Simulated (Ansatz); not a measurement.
SiC in Ansatz: the effect of functional

SiC:

```
Si C
1.0
     3.07569    0.00000    0.00000
    -1.53785    2.66363    0.00000
     0.00000    0.00000   10.07065
Si C
4 4
Direct
  0.00000 0.00000 0.18789
  0.00000 0.00000 0.68789
  0.33333 0.66667 0.43784
  0.66667 0.33333 0.93784
  0.00000 0.00000 0.00046
  0.00000 0.00000 0.50046
  0.33333 0.66667 0.24980
  0.66667 0.33333 0.74980
```

The cell is a database's computed one.

Alike in all runs:

```yaml
Program: Ansatz 0.2.0
Task: band structure
Potentials_or_basis: all-electron LAPW, scalar-relativistic
Basis_error_allowed: 0.002 eV/atom
k_mesh: 10 × 10 × 3
Occupations: fermi-dirac, width 0.05 eV
Spin: no spin polarisation
```

```csv
functional,cutoff,gap on the mesh (eV),pressure (GPa)
PBEsol,320 eV (chosen from the basis error),2.12,0.4
LDA,321 eV (chosen from the basis error),2.18,-3.8
PBE,320 eV (chosen from the basis error),?,?
```

Question: What does the run with functional PBE give?

Answer: gap on the mesh 2.23 eV; pressure 3.9 GPa.

